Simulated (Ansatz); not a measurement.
# Bi (P-1) in Ansatz: convergence with scf convergence dr2 threshold

Aim: find how far scf convergence dr2 threshold must go before the results for Bi settle, at PBE. This setting moves, with any that are tied to it; all else stays.

Program: Ansatz 0.2.0. These are calculated values, not measurements. Logs are shortened: lines on timing, memory, paths and dates and some standing lists are left out, and cuts for length are marked.

### 1 The cell of the first run

The typed cell holds 2 atoms: a = 4.729 Å, b = 4.729 Å, c = 4.729 Å, α = 57.30°, β = 57.30°, γ = 57.30°.

The cell isn't the ideal one: atoms moved at random, drawn with an rms of 0.05 Å.

### 2 With scf convergence dr2 threshold 0.01

The input, input.yaml:

```yaml
crystal:
  lattice:
    - [2.2675, 1.3091417354, 3.938]
    - [-2.2675, 1.3091417354, 3.938]
    - [0.0, -2.6182834708, 3.938]
  atoms:
    - { symbol: Bi, position: [0.772434, 0.786245, 0.754061] }
    - { symbol: Bi, position: [0.23222, 0.238582, 0.232252] }
hamiltonian:
  xc: pbe
  pseudopotentials: { kind: nc, accuracy: stringent }
kpoints:
  mp_grid: { grid: [5, 5, 5] }
scf:
  occupations: { method: cold, width: 0.1 }
  convergence: { dr2_threshold: 0.01 }
output:
  forces: true
  stress: true
  eigenvalues: true
```

Potentials or basis: PseudoDojo stringent (PBE files).

Started as:

```
ansatz run input.yaml --threads 2 --pin off --max-ram 5632MiB --backend cpu --events-out ev --progress --plain --runs-dir out
```

It took 22 s on 2 threads of Intel Xeon at 2.50GHz (Skylake/Cascade Lake), shared host; peak memory 0.68 GiB.

Results:

```yaml
Free_energy: -12640.8107 eV
Pressure: 2.6 GPa
Largest_force: 0.403 eV/Å
Band_gap_on_the_k_mesh: 0.25 eV, indirect (least direct gap 0.52 eV)
```

### 3 With scf convergence dr2 threshold 0.001

Edit input.yaml of step 2 so:

```diff
@@ -15,3 +15,3 @@
   occupations: { method: cold, width: 0.1 }
-  convergence: { dr2_threshold: 0.01 }
+  convergence: { dr2_threshold: 0.001 }
 output:
```

Potentials or basis: PseudoDojo stringent (PBE files).

Started as:

```
ansatz run input.yaml --threads 2 --pin off --max-ram 5632MiB --backend cpu --events-out ev --progress --plain --runs-dir out
```

It took 21 s on 2 threads of Intel Xeon at 2.50GHz (Skylake/Cascade Lake), shared host; peak memory 0.69 GiB.

Results:

```yaml
Free_energy: -12640.8111 eV
Pressure: 2.6 GPa
Largest_force: 0.399 eV/Å
Band_gap_on_the_k_mesh: 0.25 eV, indirect (least direct gap 0.52 eV)
```

### 4 With scf convergence dr2 threshold 0.0001

Edit input.yaml of step 3 so:

```diff
@@ -15,3 +15,3 @@
   occupations: { method: cold, width: 0.1 }
-  convergence: { dr2_threshold: 0.001 }
+  convergence: { dr2_threshold: 0.0001 }
 output:
```

Started as:

```
ansatz run input.yaml --threads 2 --pin off --max-ram 5632MiB --backend cpu --events-out ev --progress --plain --runs-dir out
```

Run time: 21 s. Hardware: 2 threads of Intel Xeon at 2.50GHz (Skylake/Cascade Lake), shared host; peak memory 0.69 GiB.

What came out:

```yaml
Free_energy: -12640.8111 eV
Pressure: 2.6 GPa
Largest_force: 0.398 eV/Å
Band_gap_on_the_k_mesh: 0.25 eV, indirect (least direct gap 0.52 eV)
```

### 5 With scf convergence dr2 threshold 1e-05

Edit input.yaml of step 4 so:

```diff
@@ -15,3 +15,3 @@
   occupations: { method: cold, width: 0.1 }
-  convergence: { dr2_threshold: 0.0001 }
+  convergence: { dr2_threshold: 1.0e-05 }
 output:
```

Started as:

```
ansatz run input.yaml --threads 2 --pin off --max-ram 5632MiB --backend cpu --events-out ev --progress --plain --runs-dir out
```

Run time: 22 s. Hardware: 2 threads of Intel Xeon at 2.50GHz (Skylake/Cascade Lake), shared host; peak memory 0.69 GiB.

Results:

```yaml
Free_energy: -12640.8111 eV
Pressure: 2.6 GPa
Largest_force: 0.398 eV/Å
Band_gap_on_the_k_mesh: 0.25 eV, indirect (least direct gap 0.52 eV)
```

### 6 With scf convergence dr2 threshold 1e-06

Edit input.yaml of step 5 so:

```diff
@@ -15,3 +15,3 @@
   occupations: { method: cold, width: 0.1 }
-  convergence: { dr2_threshold: 1.0e-05 }
+  convergence: { dr2_threshold: 1.0e-06 }
 output:
```

Potentials or basis: PseudoDojo stringent (PBE files).

Started as:

```
ansatz run input.yaml --threads 2 --pin off --max-ram 5632MiB --backend cpu --events-out ev --progress --plain --runs-dir out
```

Run time: 25 s. Hardware: 2 threads of Intel Xeon at 2.50GHz (Skylake/Cascade Lake), shared host; peak memory 0.69 GiB.

It converged, with:

```
Free energy            : -12640.8111 eV
Pressure               : 2.6 GPa
Largest force          : 0.399 eV/Å
Band gap on the k mesh : 0.25 eV, indirect (least direct gap 0.52 eV)
```

### 7 With scf convergence dr2 threshold 1e-07

Edit input.yaml of step 6 so:

```diff
@@ -15,3 +15,3 @@
   occupations: { method: cold, width: 0.1 }
-  convergence: { dr2_threshold: 1.0e-06 }
+  convergence: { dr2_threshold: 1.0e-07 }
 output:
```

Started as:

```
ansatz run input.yaml --threads 2 --pin off --max-ram 5632MiB --backend cpu --events-out ev --progress --plain --runs-dir out
```

It took 23 s on 2 threads of Intel Xeon at 2.50GHz (Skylake/Cascade Lake), shared host; peak memory 0.69 GiB.

The run converged. Its results:

| Quantity | Value |
| --- | --- |
| Free energy | -12640.8111 eV |
| Pressure | 2.6 GPa |
| Largest force | 0.398 eV/Å |
| Band gap on the k mesh | 0.25 eV, indirect (least direct gap 0.52 eV) |

### 8 With scf convergence dr2 threshold 1e-09

Edit input.yaml of step 7 so:

```diff
@@ -15,3 +15,3 @@
   occupations: { method: cold, width: 0.1 }
-  convergence: { dr2_threshold: 1.0e-07 }
+  convergence: { dr2_threshold: 1.0e-09 }
 output:
```

Started as:

```
ansatz run input.yaml --threads 2 --pin off --max-ram 5632MiB --backend cpu --events-out ev --progress --plain --runs-dir out
```

Run time: 25 s. Hardware: 2 threads of Intel Xeon at 2.50GHz (Skylake/Cascade Lake), shared host; peak memory 0.69 GiB.

It converged, with:

```yaml
Free_energy: -12640.8111 eV
Pressure: 2.6 GPa
Largest_force: 0.398 eV/Å
Band_gap_on_the_k_mesh: 0.25 eV, indirect (least direct gap 0.52 eV)
```

### 9 With scf convergence dr2 threshold 1e-11

Edit input.yaml of step 8 so:

```diff
@@ -15,3 +15,3 @@
   occupations: { method: cold, width: 0.1 }
-  convergence: { dr2_threshold: 1.0e-09 }
+  convergence: { dr2_threshold: 1.0e-11 }
 output:
```

Potentials or basis: PseudoDojo stringent (PBE files).

Started as:

```
ansatz run input.yaml --threads 2 --pin off --max-ram 5632MiB --backend cpu --events-out ev --progress --plain --runs-dir out
```

Standard output:

```text
Warning: RAYON_NUM_THREADS=2 ignored (pool sized by the plan → 2); use --threads N
Engine: ansatz 0.2.0, x86_64-unknown-linux-gnu
Pseudopotentials: kind: nc
Pseudopotential: Bi, nc, valence charge 23, recommended cutoff 1197.300995 eV (normal), Bi.nc.azcp (PseudoDojo's, or run here from an input of PseudoDojo's; its table is named by hamiltonian.pseudopotentials.accuracy)
Functional definition: PBE
  parameter kappa = 0.804
  parameter beta = 0.06672455060314922
  exchange = pbe_x(kappa = kappa, mu = beta*pi^2/3)
  correlation = pbe_c(beta = beta)
Crystal: 2 atoms, lattice volume = 70.139 Å³
Basis set: ecut = 1197.300995 eV, 6599 PW (Γ), exchange–correlation on 108×108×108 points (8 copies of the dense FFT grid, shifted against one another)
Bands: 28, of which v1, the nominal top of the filled ones, is band 23 counted from 1 (22 counted from 0)
Symmetry: 2 space group operations
Space group: P-1 (ITA 2), of the structure as read, at distance tolerance 4.1e-5 Å
k-points: 63 of 125
Non-local potential: Bi, projectors of the file, l = 0: 2, l = 1: 2, l = 2: 2, l = 3: 1
Initial density: superposition of atomic densities (chi_scale 0.1, normalization cell)
Initial wavefunctions: pseudopotential atomic-orbital guess
Functional: x = pbe(κ = 0.804, μ = 0.2195149727645171), c = pbe(β = 0.06672455060314922)
SCF iter   1: F=—  HF=-12640.798290 eV  |F-HF|=—  |Δ(HF+E_count)|=         —  Δρ=1.15e-2  dr2=7.67e-2  ethr=3.10e-3  ⟨swp⟩=6.6  Hψ=7909  notcnv=0
preconditioner: auto → none  [insulator: Δε(μ)=0.243 eV  Ē_g=21.121 eV  σ=0.100 eV  W_gap=0.84  n_scr=14 (ndim 8)  ℏωp=24.3 eV  f_vac=0.027  D(μ)=0.22/eV (n_scr^D=0)  ε∞_Penn≈2.3]
SCF iter   2: F=—  HF=-12640.809635 eV  |F-HF|=—  |Δ(HF+E_count)|=   1.13e-2  S|Δr|=    0.00e0  Δρ=5.93e-3  dr2=1.63e-2  ethr=1.67e-4  ⟨swp⟩=3.0  Hψ=3724  notcnv=0
[... 10 lines left out ...]
SCF converged after 10 iterations
Stability not checked: this state was not tested for a lower state beside it, because cold or Methfessel-Paxton smearing, or corrected tetrahedra, fill the levels in a way that the test cannot read (fill_not_monotonic; see scf.lower_state_search)
Free energy (F): -12640.811142 eV
Harris-Foulkes:  -12640.811142 eV  (|F-HF|=5.46e-12)
Internal energy: -12640.812077 eV  (E = F + TS)
E sigma→0 (E₀):  -12640.811453 eV
Entropy (-TS):   0.000936 eV (0.468 meV/atom)
Fermi energy:    11.571226 eV
Step filling:    the computed levels leave a gap of 0.2461 eV = 2.5 smearing widths at the electron count; against every level under it full and every level over it empty, smearing changes F+E_penalty+E_count by +0.561 meV and its σ→0 estimate by +0.250 meV
--- Per-component energies (eV) ---
  E_band       = -1686.449768
  E_kinetic    = 3533.882830
  E_local      = -12213.544289  (includes V_loc(G=0)·N_el)
  E_nonlocal   = 726.394872
  E_hartree    = 3814.674311
  E_xc         = -1946.079953
  E_vxc        = -1362.531855  (∫ρ·V_xc dr)
  E_ewald      = -6556.139848
  E_smearing   = 0.000936  (= −TS)
  E_closure    = -0.000000  (closes the sum)
  Σ components = -12640.811142   (vs F -12640.811142, Δ=0.00e0)
--- Forces (eV/Å), atoms counted from 1 ---
  atom   1  Bi     0.04300623    -0.17296118    -0.35641684
  atom   2  Bi    -0.04300623     0.17296118     0.35641684
  max |Σ_I F_I| component: 0.00e0 eV/Å
--- Stress (GPa, compression-positive) ---
        2.178959       0.129145      -0.220580
        0.129145       3.369795       0.875674
       -0.220580       0.875674       2.189636
  P = ⅓ Tr σ = 2.5795 GPa (25.795 kbar)
--- Band table (eV; the first three rows and the last of 63) ---
  k-point 0: bands = ["-141.7409", "-141.7406", "-79.8238", "-79.8221", "-79.8188", "-79.8180", "-79.8179", "-79.8140", "-11.3657", "-11.3368", "-11.1946", "-11.1936", "-11.1671", "-11.0012", "-10.9831", "-10.9798", "-10.8650", "-10.8481", "-1.5504", "4.2017", "10.2018", "10.3007", "10.4282", "13.9471", "14.4512", "14.7037", "17.3722", "17.4343"]
  k-point 1: bands = ["-141.7409", "-141.7407", "-79.8235", "-79.8221", "-79.8199", "-79.8181", "-79.8170", "-79.8141", "-11.3308", "-11.3111", "-11.1786", "-11.1697", "-11.1508", "-11.0196", "-11.0016", "-10.9962", "-10.8919", "-10.8855", "-1.1694", "3.3578", "10.1434", "10.3664", "10.5270", "13.1594", "13.7513", "13.8153", "16.6600", "17.4042"]
  k-point 2: bands = ["-141.7408", "-141.7407", "-79.8227", "-79.8222", "-79.8213", "-79.8180", "-79.8162", "-79.8142", "-11.2585", "-11.2435", "-11.1573", "-11.1232", "-11.1123", "-11.0588", "-11.0543", "-11.0148", "-10.9688", "-10.9454", "-0.0813", "1.6302", "10.1439", "10.3303", "11.0172", "11.7566", "12.6734", "12.9148", "18.2086", "19.2362"]
  k-point 62: bands = ["-141.7408", "-141.7407", "-79.8234", "-79.8223", "-79.8200", "-79.8186", "-79.8160", "-79.8143", "-11.2817", "-11.2229", "-11.1682", "-11.1176", "-11.0974", "-11.0773", "-11.0469", "-11.0101", "-10.9805", "-10.9326", "0.2961", "1.4383", "8.2077", "9.8208", "10.1677", "13.0036", "13.6462", "15.2386", "17.7978", "18.7629"]
```

Run time: 26 s. Hardware: 2 threads of Intel Xeon at 2.50GHz (Skylake/Cascade Lake), shared host; peak memory 0.69 GiB.

What came out:

```
Free energy            : -12640.8111 eV
Pressure               : 2.6 GPa
Largest force          : 0.398 eV/Å
Band gap on the k mesh : 0.25 eV, indirect (least direct gap 0.52 eV)
```

### 10 Summary

```tsv
scf convergence dr2 threshold	energy less the tightest run, at zero smearing (meV/atom)	largest force (eV/Å)	SCF cycles	CPU time (s)	peak memory (GiB)
0.01	0.22	0.403	3	43	0.68
0.001	0.00	0.399	4	41	0.69
0.0001	0.00	0.398	5	41	0.69
1e-05	0.00	0.398	5	42	0.69
1e-06	0.00	0.399	6	49	0.69
1e-07	0.00	0.398	7	45	0.69
1e-09	0.00	0.398	8	49	0.69
1e-11	0.00	0.398	10	50	0.69
```

Against the tightest run, the energy stays within 1 meV/atom from 0.01 on; the largest force stays within 0.005 eV/Å from 0.01 on. The tightest run that finished is the yardstick and may itself not be fully converged.

Caveats: odd divisions of the mesh miss points on the zone boundary, where band edges often lie, so the gap on the mesh can be too wide; spin-orbit coupling is left out, which as a rule narrows the gap of such compounds by several tenths of an eV.
